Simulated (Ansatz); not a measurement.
# Relaxing AgI3

All numbers below come from DFT PBE, scalar-relativistic, plane waves, PAW in Ansatz 0.2.0. Cutoff 420 eV, Γ-centred k mesh, Gaussian smearing, no spin polarisation in the final step.

The start puts AgI3 on the A15 structure type (Pm-3n, No. 223), with Ag in place of Si, I in place of Cr, at a guessed volume.

```xyz
8
Lattice="6.7299 0.0000 0.0000 0.0000 6.7299 0.0000 0.0000 0.0000 6.7299" Properties=species:S:1:pos:R:3 pbc="T T T"
Ag    0.0000    0.0000    0.0000
Ag    3.3649    3.3649    3.3649
I     0.0000    3.3649    1.6825
I     0.0000    3.3649    5.0474
I     1.6825    0.0000    3.3649
I     5.0474    0.0000    3.3649
I     3.3649    5.0474    0.0000
I     3.3649    1.6825    0.0000
```

Cell and atoms relax at zero pressure; the relaxation can't lower the symmetry of the start.

Formation energies are uncorrected and refer to the elements' standard structures at the same level.

(1) Describe the relaxed structure.

(2) What are its volume, energy, density and gap?

Answers

(1) It keeps Pm-3n (No. 223). The result has the A15 structure. Conventional cell: a = 6.432 Å. Around Ag lie 12 I at 3.60 Å; around I lie 2 I at 3.22 Å, 4 Ag at 3.60 Å and 8 I at 3.94 Å.

```cif
data_structure
_symmetry_space_group_name_H-M 'Pm-3n'
_symmetry_Int_Tables_number 223
_cell_length_a 6.4324
_cell_length_b 6.4324
_cell_length_c 6.4324
_cell_angle_alpha 90.000
_cell_angle_beta 90.000
_cell_angle_gamma 90.000
_cell_volume 266.15
loop_
_atom_site_label
_atom_site_type_symbol
_atom_site_symmetry_multiplicity
_atom_site_Wyckoff_symbol
_atom_site_fract_x
_atom_site_fract_y
_atom_site_fract_z
_atom_site_occupancy
Ag1 Ag 2 a 0.00000 0.00000 0.00000 1
I1 I 6 c 0.00000 0.50000 0.25000 1
```

(2) The volume per atom is 33.27 Å³. The density is 6.10 g/cm³ and the energy over the elements is 0.28 eV/atom. The gap on the 6×6×6 mesh is 0 eV (a metal).

The final run used a 6×6×6 mesh on its 8-atom cell and 0.10 eV smearing. For metals, differences of a few meV/atom aren't resolved. Spin–orbit coupling is left out. A structure relaxed within its symmetry needn't be a true minimum.

Cost: 3 runs of about 2 core-minutes in all, on Intel Xeon 6975P-C (Granite Rapids) (shared hosts).